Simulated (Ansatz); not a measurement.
Ta2N under changes of volume

One of the cells (13.622 Å³/atom); the others are scaled copies at fixed shape and fractional positions:

```
Ta N
1.0
     3.11286    0.00000    0.00000
    -1.55643    2.69582    0.00000
     0.00000    0.00000    4.86984
Ta N
2 1
Direct
  0.33333 0.66667 0.25471
  0.66667 0.33333 0.74529
  0.00000 0.00000 0.00000
```

The cell comes from a database or a generator and needn't be the stable form of this composition.

| Item | Value |
| --- | --- |
| Program | Ansatz 0.2.0 |
| Functional | PBEsol |
| Potentials or basis | all-electron LAPW, scalar-relativistic |
| Cutoff | 337 eV (chosen from the basis error) |
| Basis error allowed | 0.002 eV/atom |
| k mesh | 10 × 10 × 6 |
| Occupations | fermi-dirac, width 0.05 eV |
| Spin | no spin polarisation |

```tsv
volume (Å³/atom)	energy over the lowest point (meV/atom)	pressure (GPa)	largest force (eV/Å)
12.805	9.97	9.4	0.069
13.077	0.00	2.5	0.064
13.350	1.03	-3.6	0.185
13.622	11.92	-9.1	0.296
13.895	31.65	-14.0	0.396
14.167	59.32	-18.4	0.488
14.439	?	?	?
```

What does the run at 14.439 Å³/atom give?

Energy over the lowest point 94.09 meV/atom; pressure -22.4 GPa; largest force 0.571 eV/Å.

Worked out: A Birch-Murnaghan fit of order 3 (a polynomial in V^(-2/3)) to the other rows has its minimum at 13.19 Å³/atom with B0 = V·E''(V) = 299 GPa and B' = 4.2 at fixed shape and positions, which overstates the stiffness. It gives 94.06 meV/atom at 14.439 Å³/atom, against the run's 94.09, and -dE/dV = -22.4 GPa, against -22.4.

Energies are extrapolated to zero smearing.
